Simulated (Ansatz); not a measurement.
# TiAl3: the cost of one run

Computed with Ansatz 0.2.0 (DFT PBE, scalar-relativistic, plane waves, PAW, unless a step names another level, unless a step's input says otherwise).

2 further runs of the same task are left out: 1 that didn't finish, 1 set aside as unsound or not needed.

## 1. The starting structure

It takes space group Pm-3m (No. 221, cubic). Conventional cell: a = 3.980 Å, b = 3.980 Å, c = 3.980 Å, α = 90.00°, β = 90.00°, γ = 90.00°. Ti (site symmetry m-3m) is surrounded by 12 Al at 2.81 Å. Al (site symmetry 4/mmm) is surrounded by 4 Ti at 2.81 Å and 8 Al at 2.81 Å.

Coordinates:

```
Ti Al
1.0
     3.97967    0.00000    0.00000
     0.00000    3.97967    0.00000
     0.00000    0.00000    3.97967
Ti Al
1 3
Cartesian
  0.0000 0.0000 0.0000
  1.9898 0.0000 1.9898
  0.0000 1.9898 1.9898
  1.9898 1.9898 0.0000
```

The cell was relaxed beforehand at this level, from a database cell with other species swapped in; it is a trial structure. At a tolerance of 0.05 Å it has space group Pm-3m (No. 221); it has 15.76 Å³/atom, an uncorrected energy of -0.37 eV/atom over the elements.

## 2. Electronic structure at the relaxed geometry

Contents of input.yaml:

```yaml
crystal:
  lattice:
    - [3.9796689675, 0.0, 0.0]
    - [0.0, 3.9796689675, 0.0]
    - [0.0, 0.0, 3.9796689675]
  atoms:
    - { symbol: Ti, position: [0.0, 0.0, 0.0] }
    - { symbol: Al, position: [0.5, 0.0, 0.5] }
    - { symbol: Al, position: [0.0, 0.5, 0.5] }
    - { symbol: Al, position: [0.5, 0.5, 0.0] }
basis:
  ecutwfc: 420
kpoints:
  mp_grid: { grid: [12, 12, 12] }
  band_path:
    path:
      - [[0.0, 0.0, 0.0], [0.0, 0.5, 0.0], [0.5, 0.5, 0.0], [0.0, 0.0, 0.0], [0.5, 0.5, 0.5], [0.0, 0.5, 0.0]]
      - [[0.5, 0.5, 0.5], [0.5, 0.5, 0.0]]
    npoints: 14
hamiltonian:
  xc: pbe
scf:
  occupations: { method: gaussian, width: 0.1 }
  n_extra_bands: 10
output:
  forces: true
  stress: true
  eigenvalues: true
  populations: true
  dos: { projected: true, de: 0.02, nscf_kmesh: { grid: [15, 15, 15] } }
  bader: true
```

Run with:

```console
$ ansatz run input.yaml --threads 1 --pin off --max-ram 2560MiB --backend cpu --events-out ev --progress --plain --runs-dir out
```

What time and memory should one allow on 1 thread of AMD EPYC 9R45 (Zen 5), shared host?

About 18 s, with a peak of 0.42 GiB.
